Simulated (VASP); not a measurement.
# CoSi: DFT+U ground state, by Hubbard U and LDAUTYPE

CoSi, Pm-3m (no. 221), 4 atoms in the cell.

| Hubbard U (eV) | LDAUTYPE | Hund's J (eV) | Form of DFT+U | Gap (eV) | Largest site moment (muB) | Time (s) |
|---|---|---|---|---|---|---|
| Co shell d, U 3.9 | 1 | 0.9 | Liechtenstein, U + J and J | 0.00 | 0.00 | 20 |
| Co shell d, U 3 | 1 | – | Liechtenstein, J = 0 | 0.00 | 0.00 | 27 |
| Co shell d, U 3.9 | 2 | 0.9 | Dudarev, U + J and J | 0.00 | 0.00 | 22 |
| Co shell d, U 3 | 2 | – | Dudarev, U alone | 0.00 | 0.00 | 31 |
| Co shell d, U 3.9 | 4 | 0.9 | type 4, U + J and J | 0.00 | 0.00 | 33 |
| – | – | – | none | 0.00 | 0.00 | 26 |

Limits: The cell is the same for all forms and was relaxed for none; total energies under different U or different forms can't be compared; magnetic orders weren't compared, so this needn't be the magnetic ground state.

## Input of the first row

INCAR:
```
PREC = Accurate
ENCUT = 520
EDIFF = 1E-6
NELM = 200
ALGO = Normal
ISMEAR = 0
SIGMA = 0.05
LREAL = False
LASPH = True
LMAXMIX = 4
LORBIT = 11
LWAVE = False
LCHARG = False
GGA = CA
VOSKOWN = 1
ISPIN = 2
MAGMOM = 3 -3 0 0
ISIF = 2
AMIX = 0.2
BMIX = 1E-4
AMIX_MAG = 0.8
BMIX_MAG = 1E-4
LDAU = True
LDAUTYPE = 1
LDAUL = 2 -1
LDAUU = 3.9 0
LDAUJ = 0.9 0
LDAUPRINT = 1
```

KPOINTS:
```
k-points
0
Gamma
  8 8 8
```

POSCAR:
```
CoSi
1.0
    2.7813340000      2.7813340000      0.0000000000
    2.7813340000      0.0000000000      2.7813340000
    2.7813340000      0.0000000000     -2.7813340000
Co Si
2 2
Direct
    0.0000000000      0.0000000000      0.0000000000
    0.0000000000      0.5000000000      0.5000000000
    0.5000000000      0.2500000000      0.7500000000
    0.5000000000      0.7500000000      0.2500000000
```

Commands:
```
cat potpaw_LDA.64/Co/POTCAR potpaw_LDA.64/Si/POTCAR > POTCAR
mpirun -np 4 vasp_std > vasp.out
```

Changes of the last row against the first:
```
- LDAU = True
- LDAUTYPE = 1
- LDAUL = 2 -1
- LDAUU = 3.9 0
- LDAUJ = 0.9 0
- LDAUPRINT = 1
```

VASP 6.6.1 took 20 s on 4 cores (Intel Xeon Platinum 8488C (Sapphire Rapids)), a shared host.
